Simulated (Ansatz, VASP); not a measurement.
Ru: VASP beside Ansatz

File INCAR:

```
SYSTEM = Ru
PREC = Accurate
ENCUT = 520
EDIFF = 1E-6
ISMEAR = -1
SIGMA = 0.1
LREAL = .FALSE.
LASPH = .TRUE.
NELM = 80
ALGO = Fast
ISIF = 2
LWAVE = .FALSE.
LCHARG = .FALSE.
GGA = RE
NBANDS = 21
```

The input KPOINTS:

```
regular mesh
0
G
  11 11 11
  0 0 0
```

The input POSCAR:

```
Ru
1.0
    0.0000000000      2.8103366471      2.8103366471
    2.8103366471      0.0000000000      2.8103366471
    2.8103366471      2.8103366471      0.0000000000
Ru
2
Direct
    0.1250000000      0.1250000000      0.1250000000
    0.8750000000      0.8750000000      0.8750000000
```

Input for Ansatz:

```yaml
crystal:
  lattice:
    - [0.0, 2.8103366471, 2.8103366471]
    - [2.8103366471, 0.0, 2.8103366471]
    - [2.8103366471, 2.8103366471, 0.0]
  atoms:
    - { symbol: Ru, position: [0.125, 0.125, 0.125] }
    - { symbol: Ru, position: [0.875, 0.875, 0.875] }
hamiltonian:
  xc: revpbe
  pseudopotentials:
    kind: paw
    azcp:
      Ru: "pseudopotentials/Ru.paw.azcp"
basis:
  ecutwfc: 420
  fft_grid_basis: typed
kpoints:
  mp_grid: { grid: [11, 11, 11], shift: [0, 0, 0] }
magnetization:
  spin_polarized: false
scf:
  occupations: { method: fermi_dirac, width: 0.1 }
  lower_state_search: "off"
output:
  stress: true
```

Alike in both runs: task single point; functional revPBE; k mesh 11 × 11 × 11; occupations fermi-dirac, width 0.1 eV; no spin polarisation.

|  | VASP | Ansatz |
| --- | --- | --- |
| version | VASP 6.6.1 | Ansatz 0.2.0 |
| potentials or method | VASP PAW PBE potentials, release 64 (Ru_pv) | plane waves (420 eV) with PAW, scalar-relativistic |
| plane-wave cutoff (eV) | 520 | 420 |
| valence electrons in the cell | 28 | 32 |

```csv
,VASP,Ansatz,Ansatz less VASP
pressure (GPa),-9.7,-9.9,-0.18
```

With one functional, cell and mesh, what is left measures potentials, basis and numerics. The two sets of potentials don't hold the same shells in valence.

Caveats: the PAW data sets were made with another functional, which shifts forces and pressure a little (VASP).
